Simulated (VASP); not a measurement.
BN: relaxation of cell and atoms with PBEsol+D4

BN:

```
N B
1.0
     1.25112    0.72234    3.37293
    -1.25112    0.72234    3.37293
     0.00000   -1.44467    3.37293
N B
1 1
Cartesian
  0.0000 0.0000 6.7517
  0.0000 0.0000 0.0033
```

The cell is a database's computed one.

```yaml
Program: VASP 6.6.1
Task: relaxation of cell and atoms
Functional: PBEsol
Dispersion: D4
Potentials_or_basis: VASP PAW PBE potentials, release 64 (N, B)
Cutoff: 600 eV
k_mesh: 12 × 12 × 12
Occupations: fermi-dirac, width 0.05 eV
Spin: no spin polarisation
Further_INCAR_settings: ALGO = Normal; EDIFF = 1e-06; IBRION = 2; EDIFFG = -0.005; NSW = 60; ISIF = 3
```

* Relaxed volume: 8.65 Å³/atom
* Relaxed cell: a = 3.504 Å, b = 3.504 Å, c = 3.504 Å, α = 41.84°, β = 41.84°, γ = 41.84°
* Space group after relaxing (to 0.05 Å): R3m (No. 160)
* Energy gained by relaxing: 2.4 meV/atom
* Ionic steps: 18
* Pressure after relaxing: 0.0 GPa
* Largest force after relaxing: 0.003 eV/Å
* Band gap on the k mesh: 4.03 eV, indirect (least direct gap 4.65 eV)
* Dispersion energy per atom: -0.096 eV

Forces in eV/Å, atoms in the order of the input:
```
N    0.000  0.000  0.003
B    0.000  0.000 -0.003
```

Stress tensor (GPa, compression positive):
```
-0.09  0.00  0.00
 0.00 -0.09  0.00
 0.00  0.00  0.04
```

The path:
```
step  energy change (eV)  largest force (eV/Å)  pressure (GPa)  volume (Å³)
   1              0.0000                0.0026           -0.52        18.29
   2             -0.0005                0.0019           -0.26        18.21
   3             -0.0019                0.0155            0.47        17.98
   4             -0.0030                0.0435            2.07        17.51
   5             -0.0031                0.0436            2.01        17.50
   6             -0.0034                0.0441            1.84        17.46
   7             -0.0040                0.0453            1.50        17.40
   8             -0.0046                0.0482            0.76        17.26
   9             -0.0038                0.0561           -0.61        17.00
  10             -0.0046                0.0497            0.47        17.20
  11             -0.0047                0.0431            0.36        17.22
  12             -0.0048                0.0230            0.10        17.27
  13             -0.0047                0.0173           -0.43        17.36
  14             -0.0048                0.0101           -0.05        17.30
  15             -0.0048                0.0075           -0.08        17.30
  16             -0.0048                0.0049           -0.26        17.33
  17             -0.0048                0.0060           -0.11        17.31
  18             -0.0048                0.0033           -0.04        17.31
```

Final structure:
```cif
data_structure
_symmetry_space_group_name_H-M 'P 1'
_symmetry_Int_Tables_number 1
_cell_length_a 3.5038
_cell_length_b 3.5038
_cell_length_c 3.5038
_cell_angle_alpha 41.839
_cell_angle_beta 41.839
_cell_angle_gamma 41.839
_cell_volume 17.31
loop_
_atom_site_label
_atom_site_type_symbol
_atom_site_fract_x
_atom_site_fract_y
_atom_site_fract_z
_atom_site_occupancy
N1 N 0.66733 0.66733 0.66733 1
B1 B 0.00024 0.00024 0.00024 1
```

Levels at points of the mesh, in eV from the valence-band top:
```tsv
k point	band 1	band 2	band 3	band 4	band 5	band 6	band 7	band 8
(0.00, 0.00, 0.00)	-17.82	-3.88	-1.27	-1.27	5.30	11.65	11.65	13.19
(0.50, 0.00, 0.00)	-14.55	-9.00	-4.05	-0.52	5.28	9.96	13.12	15.42
(0.50, 0.50, 0.00)	-14.44	-8.81	-4.15	-1.31	4.03	9.79	14.46	18.25
(0.50, 0.50, 0.50)	-17.42	-6.48	-1.30	-1.30	10.58	11.53	11.53	12.53
```

Run time: 11 min on 1 thread of AMD EPYC 7R43 64-Core Processor (Zen 3) (shared host), peak memory 0.15 GiB.

Caveat: the PAW data sets were made with another functional, which shifts forces and pressure a little. A k mesh can miss the band edges.
